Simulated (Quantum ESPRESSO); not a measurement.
## In2O3 under changes of volume

One of the cells (12.611 Å³/atom); the others are scaled copies at fixed shape and fractional positions:

```
In O
1.0
     2.74350    1.58396    4.83667
    -2.74350    1.58396    4.83667
     0.00000   -3.16792    4.83667
In O
4 6
Cartesian
  0.0000 0.0000 12.4396
  0.0000 0.0000 9.3254
  0.0000 0.0000 2.0704
  0.0000 0.0000 5.1846
  -1.9259 -0.1679 6.0458
  0.8176 1.7519 6.0458
  1.1084 -1.5840 6.0458
  1.9259 0.1679 8.4642
  -0.8176 -1.7519 8.4642
  -1.1084 1.5840 8.4642
```

| Item | Value |
| --- | --- |
| Program | Quantum ESPRESSO 7.5 |
| Functional | LDA |
| Potentials or basis | GBRV 1.5 LDA |
| Cutoff | 762 eV |
| Density cutoff | 6095 eV |
| k mesh | 5 × 5 × 5 |
| Occupations | fermi-dirac, width 0.05 eV |
| Spin | no spin polarisation |

```csv
volume (Å³/atom),energy over the lowest point (meV/atom),pressure (GPa),gap on the mesh (eV)
11.854,?,?,?
12.106,2.67,3.4,1.46
12.359,0.00,-0.6,1.33
12.611,3.32,-4.2,1.19
12.863,11.94,-7.4,1.05
13.115,25.29,-10.2,0.91
13.368,42.85,-12.7,0.79
```

What does the run at 11.854 Å³/atom give?

Energy over the lowest point 12.02 meV/atom; pressure 7.9 GPa; gap on the mesh 1.59 eV.

Worked out: A Birch-Murnaghan fit of order 3 (a polynomial in V^(-2/3)) to the other rows has its minimum at 12.34 Å³/atom with B0 = V·E''(V) = 188 GPa and B' = 4.9 at fixed shape and positions, which overstates the stiffness. It gives 12.10 meV/atom at 11.854 Å³/atom, against the run's 12.02, and -dE/dV = 8.3 GPa, against 7.9. A straight line through the other rows of the gap, of slope -6.85 eV per unit of ln V, extrapolates to 1.61 eV, against the run's 1.59.

Energies are extrapolated to zero smearing.

Caveats: spin-orbit coupling is left out, which moves the levels of the heavy elements; an odd mesh through Γ misses points on the zone boundary, where band edges often lie (some runs).
